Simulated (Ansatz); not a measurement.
**Pt: zone-centre modes under pressure**

Pt, P6_3/mmc, a = 2.774 Å, c = 4.739 Å. This isn't the element's structure at ambient conditions. Ansatz: PBE, PAW, 420 eV, Γ-centred 18×18×10 mesh on 2 atoms, Fermi-Dirac smearing 0.15 eV; no spin polarisation. Cell and atoms are relaxed at each pressure with the symmetry kept; optical modes at Γ by linear response, in cm⁻¹, matched by rank (the highest 2 distinct ones).

| P (GPa) | V (Å³/atom) | ω1 | ω2 |
| --- | --- | --- | --- |
| 0 | 15.794 | 32.0 | 167.5 |
| 7 | 15.369 | 37.8 | 181.7 |
| 18 | 14.823 | 44.9 | 200.8 |
| 35 | 14.163 | ? | ? |

Question: Get each mode's Grüneisen parameter γ = −d ln ω/d ln V from the other rows and predict the missing frequencies.

Answer: ln(V/V0) = 0.0000, -0.0273, -0.0635, -0.1090; a line through ln(ω/ω0) of the 3 known rows gives ω1: γ = 5.303 (intercept 0.0079), predicted 57.5, computed 53.5; ω2: γ = 2.851 (intercept 0.0013), predicted 228.8, computed 225.5. The worst miss is 7.5 %: γ isn't constant over this range, and modes matched by rank may have crossed. In a metal these frequencies hang on the mesh and smearing.

Spin–orbit coupling is left out, which can shift energies with elements as heavy as these.

Cost: 4 runs of about 5.8 core-minutes in all, on Arm Neoverse V1 (shared hosts).